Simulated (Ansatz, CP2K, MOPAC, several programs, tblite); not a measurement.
Energy against volume for a 2-atom cell of KI (Pm-3m) from a materials database, at fixed shape and fractional coordinates, computed by several methods (PBE and r2SCAN, where shown, with plane waves in Ansatz); the cell shown is that of r2SCAN. It is cubic, Pm-3m (No. 221); a = 4.291 Å in the conventional setting, 39.51 Å³ an atom. Around K lie 8 I at 3.72 Å; around I lie 8 K at 3.72 Å. Calculated for a static, non-magnetic cell. Energies count from each curve's lowest point; fits are third-order Birch-Murnaghan.

```
K I
1.0
     4.29109    0.00000    0.00000
     0.00000    4.29109    0.00000
     0.00000    0.00000    4.29109
K I
1 1
Direct
  0.00000 0.00000 0.00000
  0.50000 0.50000 0.50000
```

light PBE (260 eV, its own mesh), on the shape of the cell shown:
```tsv
V (Å³/atom)	E (meV/atom)
36.346	164.14
37.926	124.63
39.507	76.10
41.087	77.61
42.667	0.00
44.248	29.84
```
The points scatter about a smooth fit, as a low cutoff and a light mesh can make them, so no fit is quoted.

Task: r2SCAN, on the shape of its own relaxed cell, gives
```csv
V (Å³/atom),E (meV/atom)
37.136,7.59
38.322,1.85
39.507,0.00
40.692,1.41
41.877,5.54
```
What equilibrium volume and bulk modulus follow?

Result: V₀ = 39.55 Å³ an atom and B₀ = 15 GPa.

GFN2-xTB (tblite), on the shape of the cell shown, as a cluster of 16 atoms at the zone centre:
```
V (Å³/atom)  E (meV/atom)
     34.766        159.74
     37.136         90.23
     39.507         44.95
     41.877         16.57
     44.248          0.00
```
The lowest point is an end point, so the minimum isn't bracketed.

Task: PBE/DZVP (CP2K), on the shape of the cell shown, gives
```
V (Å³/atom)  E (meV/atom)
     34.766         55.55
     37.136         19.49
     39.507          2.81
     41.877          0.00
     44.248          7.16
```
What equilibrium volume and bulk modulus follow?

Result: V₀ = 41.25 Å³ an atom and B₀ = 13 GPa.

PM7 (MOPAC), on the shape of the cell shown, as a cluster of 16 atoms at the zone centre:
```csv
V (Å³/atom),E (meV/atom)
34.766,233.51
37.136,100.57
39.507,31.60
41.877,0.79
44.248,0.00
```
The lowest point is an end point, so the minimum isn't bracketed.
